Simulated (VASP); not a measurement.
# Hf (P6/mmm) in VASP: equation of state

Aim: energy against volume of Hf in PBEsol, for its equilibrium volume and stiffness.

Program: VASP 6.6.1. These are calculated values, not measurements. Logs are shortened: lines on timing, memory, paths and dates and some standing lists are left out, and cuts for length are marked.

## (1) The structure

The structure is hexagonal, space group P6/mmm (No. 191). Conventional cell: a = 4.962 Å, b = 4.962 Å, c = 3.086 Å, α = 90.00°, β = 90.00°, γ = 120.00°. Hf (site symmetry 6/mmm) is surrounded by 14 Hf at 3.09 to 3.25 Å. Hf (site symmetry -6m2) is surrounded by 11 Hf at 2.87 to 3.25 Å.

This isn't the form of Hf at room conditions, which is hcp.

## (2) Equation of state, PBEsol, 20.62 Å³/atom (volume scaled by 0.94)

INCAR reads:

```
  ALGO = Normal
  EDIFF = 1E-7
  ENCUT = 520
  GGA = PS
  ISIF = 2
  ISMEAR = -1
  LASPH = True
  LCHARG = False
  LREAL = False
  LWAVE = False
  NBANDS = 22
  NELM = 80
  PREC = Accurate
  SIGMA = 0.05
```

KPOINTS reads:

```
k-points
0
Gamma
  6 6 9
```

POSCAR reads:

```
Hf
1.0
    4.8610290882      0.0000000000      0.0000000000
   -2.4305145441      4.2097746788      0.0000000000
    0.0000000000      0.0000000000      3.0232302404
Hf
3
Direct
    0.0000000000      0.0000000000      0.0000000000
    0.3333333333      0.6666666667      0.5000000000
    0.6666666667      0.3333333333      0.5000000000
```

Potentials or basis: VASP PAW PBE potentials, release 64 (Hf_pv).

Command:

```
> cat potpaw_PBE.64/Hf_pv/POTCAR > POTCAR
> mpirun -np 1 vasp_std > vasp.out
```

OUTCAR:

```text
EDIFF = 1E-7
   ENCUT = 520
   GGA = PS
   ISIF = 2
   ISMEAR = -1
   LASPH = True
   LREAL = False
   NELM = 80
   PREC = Accurate

 Found     35 irreducible k-points:

 Following reciprocal coordinates:
            Coordinates               Weight
  0.000000  0.000000  0.000000      1.000000
  0.166667  0.000000  0.000000      6.000000
  0.333333  0.000000  0.000000      6.000000
  0.500000  0.000000  0.000000      3.000000
  0.166667  0.166667  0.000000      6.000000
  0.333333  0.166667  0.000000     12.000000
   k-points           NKPTS =     35   k-points in BZ     NKDIM =     35   number of bands    NBANDS=     22
   number of dos      NEDOS =    301   number of ions     NIONS =      3
   total plane-waves  NPLWV =  31104
   dimension x,y,z NGX =    36 NGY =   36 NGZ =   24
   dimension x,y,z NGXF=    72 NGYF=   72 NGZF=   48
   ions per type =               3
   NGX,Y,Z   is equivalent  to a cutoff of  12.31, 12.31, 13.20 a.u.
   NGXF,Y,Z  is equivalent  to a cutoff of  24.62, 24.62, 26.39 a.u.
 SYSTEM =  unknown system
   PREC   = accura    normal or accurate (medium, high low for compatibility)
   ISTART =      0    job   : 0-new  1-cont  2-samecut
   ICHARG =      2    charge: 1-file 2-atom 10-const
   ISPIN  =      1    spin polarized calculation?
   LNONCOLLINEAR =      F non collinear calculations
   LSORBIT =      F    spin-orbit coupling
   LASPH  =      T    aspherical Exc in radial PAW
   ENCUT  =  520.0 eV  38.22 Ry    6.18 a.u.   9.04  9.04  5.62*2*pi/ulx,y,z
   NELM   =     80;   NELMIN=  2; NELMDL= -5     # of ELM steps
   EDIFF  = 0.1E-06   stopping-criterion for ELM
   LREAL  =      F    real-space projection
   EDIFFG = 0.1E-05   stopping-criterion for IOM
   NSW    =      0    number of steps for IOM
   IBRION =     -1    ionic relax: 0-MD 1-quasi-New 2-CG
   NFREE  =      0    steps in history (QN), initial steepest desc. (CG)
   ISIF   =      2    stress and relaxation
   ISYM   =      2    0-nonsym 1-usesym 2-fastsym
   POTIM  = 0.5000    time-step for ionic-motion
   TEBEG  =    0.0;   TEEND  =   0.0 temperature during run
   PSTRESS=    0.0 pullay stress
   NELECT =      30.0000    total number of electrons
   NUPDOWN=      -1.0000    fix difference up-down
   EMIN   =  10.00;   EMAX   =-10.00  energy-range for DOS
   EFERMI =   0.00;   METHOD = LEGACY
   ISMEAR =    -1;   SIGMA  =   0.05  broadening in eV -4-tet -1-fermi 0-gaus
   EFERMI_NEDOS =   21; number of points for ismear=-14 and -15
   IALGO  =     38    algorithm
   IMIX   =      4    mixing-type and parameters
     AMIX     =   0.40;   BMIX     =  1.00
     AMIX_MAG =   1.60;   BMIX_MAG =  1.00
  volume/ion in A,a.u.               =      20.62       139.17
  Fermi-wavevector in a.u.,A,eV,Ry     =   1.286162  2.430495 22.506945  1.654214
  Thomas-Fermi vector in A             =   2.418253
   LORBIT       =      0    0 simple, 1 ext, 2 COOP (PROOUT), +10 PAW based schemes
   GGA     = PS    functional components
   LHFCALC =     F    Hartree Fock is set to
   AEXX    =    0.0000 exact exchange contribution
   IVDW    =     0    specifies the selected vdW correction
   LEPSILON=     F    determine dielectric tensor
   LRPA    =     F    only Hartree local field effects (RPA)
 non-spin polarized calculation
  energy-cutoff  :      520.00
  volume of cell :       61.87
 maximum number of plane-waves:      1689
   NGX = 19   NGY = 19   NGZ = 11

 number of electron      30.0000002 magnetization

 Free energy of the ion-electron system (eV)
  ---------------------------------------------------
  ext. energy  EPLUGINS =         0.00000000
  ---------------------------------------------------
  free energy    TOTEN  =       -31.38843206 eV

  energy without entropy =      -31.36493335  energy(sigma->0) =      -31.37668271

 E-fermi :   5.1311     XC(G=0): -11.7679

 val. band max:        5.1267595842   @ k =   0.3333   0.3333   0.3333
 cond. band min:       5.1783153995   @ k =   0.3333   0.1667   0.4444
 fundamental gap:      0.0515558153
 Fermi energy:         5.1310990074

 k-point     1 :       0.0000    0.0000    0.0000
  band No.  band energies     occupation
      1     -25.4106      2.00000
      2     -25.4106      2.00000
      3     -25.3891      2.00000
      4     -25.3891      2.00000
      5     -24.9019      2.00000
      6     -24.6262      2.00000
[... 14 lines left out ...]
     21       8.1592      0.00000
     22       8.1832      0.00000

 k-point     2 :       0.1667    0.0000    0.0000
  band No.  band energies     occupation
      1     -25.5662      2.00000
      2     -25.5157      2.00000
      3     -25.2256      2.00000
      4     -25.2005      2.00000
      5     -24.8859      2.00000
      6     -24.6315      2.00000
[... 14 lines left out ...]
     21       7.6977      0.00000
     22       9.1324      0.00000

 k-point     3 :       0.3333    0.0000    0.0000
  band No.  band energies     occupation
      1     -25.6838      2.00000
      2     -25.4766      2.00000
      3     -25.0973      2.00000
      4     -25.0907      2.00000
      5     -24.8500      2.00000
      6     -24.7143      2.00000
[... 14 lines left out ...]
     21       8.6733      0.00000
     22       9.6120      0.00000

 k-point     4 :       0.5000    0.0000    0.0000
  band No.  band energies     occupation
      1     -25.7262      2.00000
      2     -25.3431      2.00000
      3     -25.2192      2.00000
      4     -25.0388      2.00000
      5     -24.8291      2.00000
      6     -24.7318      2.00000
[... 14 lines left out ...]
     21       8.3485      0.00000
     22       9.7867      0.00000

 k-point     5 :       0.1667    0.1667    0.0000
  band No.  band energies     occupation
      1     -25.6074      2.00000
      2     -25.5627      2.00000
      3     -25.1531      2.00000
      4     -25.0531      2.00000
      5     -24.8599      2.00000
      6     -24.6957      2.00000
[... 14 lines left out ...]
     21       8.3437      0.00000
     22       9.9661      0.00000

 k-point     6 :       0.3333    0.1667    0.0000
  band No.  band energies     occupation
      1     -25.6532      2.00000
      2     -25.4581      2.00000
      3     -25.2474      2.00000
      4     -24.9499      2.00000
      5     -24.8308      2.00000
      6     -24.7727      2.00000
[... 14 lines left out ...]
     21       8.6158      0.00000
     22       9.3871      0.00000

 [... further k-points ...]

------------------------ aborting loop because EDIFF is reached ----------------------------------------

  FORCE on cell =-STRESS in cart. coord.  units (eV):
  Direction    XX          YY          ZZ          XY          YZ          ZX
  --------------------------------------------------------------------------------------
  -------------------------------------------------------------------------------------
  Total        1.4921726      1.4921726      1.8459399      0.0000000     -0.0000000      0.0000000
  in kB       38.6430470     38.6430470     47.8046171      0.0000000     -0.0000000      0.0000000
  external PRESSURE =      41.6969037 kB  Pullay stress =       0.0000000 kB

 VOLUME and BASIS-vectors are now :
 -----------------------------------------------------------------------------
  energy-cutoff  :      520.00
  volume of cell :       61.87
      direct lattice vectors                 reciprocal lattice vectors
     4.861029088  0.000000000  0.000000000     0.205717757  0.118771202  0.000000000
    -2.430514544  4.209774679  0.000000000     0.000000000  0.237542405  0.000000000
     0.000000000  0.000000000  3.023230240     0.000000000  0.000000000  0.330772029

 POSITION                                       TOTAL-FORCE (eV/Angst)
 -----------------------------------------------------------------------------------
      0.00000      0.00000      0.00000        -0.000000      0.000000     -0.000000
     -0.00000      2.80652      1.51162         0.000000      0.000000      0.000000
      2.43051      1.40326      1.51162        -0.000000      0.000000     -0.000000
 -----------------------------------------------------------------------------------
    total drift:                                0.000000      0.000000     -0.000000

  FREE ENERGIE OF THE ION-ELECTRON SYSTEM (eV)
  ---------------------------------------------------
  free  energy   TOTEN  =       -31.3884320611 eV

  energy  without entropy=      -31.3649333544  energy(sigma->0) =      -31.37668271
```

OSZICAR:

```text
N       E                     dE             d eps       ncg     rms          rms(c)
DAV:   1     0.975813423910E+02    0.97581E+02   -0.16596E+04  1540   0.131E+03
DAV:   2    -0.269355283094E+02   -0.12452E+03   -0.11780E+03  1798   0.304E+02
DAV:   3    -0.324159879427E+02   -0.54805E+01   -0.51756E+01  2076   0.395E+01
DAV:   4    -0.324973571740E+02   -0.81369E-01   -0.81224E-01  1842   0.489E+00
DAV:   5    -0.324987392159E+02   -0.13820E-02   -0.13818E-02  2032   0.564E-01    0.836E+01
DAV:   6    -0.316839961306E+02    0.81474E+00   -0.70146E-01  1678   0.544E+00    0.491E+01
DAV:   7    -0.314028883824E+02    0.28111E+00   -0.12130E+00  1702   0.647E+00    0.259E+00
DAV:   8    -0.313928933088E+02    0.99951E-02   -0.82335E-02  1982   0.169E+00    0.202E+00
DAV:   9    -0.313883937459E+02    0.44996E-02   -0.21689E-02  1914   0.110E+00    0.672E-01
DAV:  10    -0.313884422210E+02   -0.48475E-04   -0.24568E-03  1886   0.312E-01    0.141E-01
DAV:  11    -0.313884321659E+02    0.10055E-04   -0.73573E-05  1944   0.633E-02    0.445E-02
DAV:  12    -0.313884328754E+02   -0.70950E-06   -0.11182E-05  1960   0.216E-02    0.294E-02
DAV:  13    -0.313884322996E+02    0.57582E-06   -0.13318E-06  1818   0.999E-03    0.108E-02
DAV:  14    -0.313884320022E+02    0.29738E-06   -0.32313E-07  1692   0.396E-03    0.420E-03
DAV:  15    -0.313884320611E+02   -0.58917E-07   -0.15798E-08  1082   0.115E-03
   1 F= -.31388432E+02 E0= -.31376683E+02  d E =-.234987E-01
```

It took 38 s on 1 thread of Intel Xeon Platinum 8488C (Sapphire Rapids), shared host; peak memory 0.19 GiB.

Results:

- Free energy: -31.3884 eV
- Pressure: 4.2 GPa
- Band gap on the k mesh: none (metal or under the smearing width)

Caveat: the PAW data sets were made with another functional, which shifts forces and pressure a little.

[end of part 1 of 2]
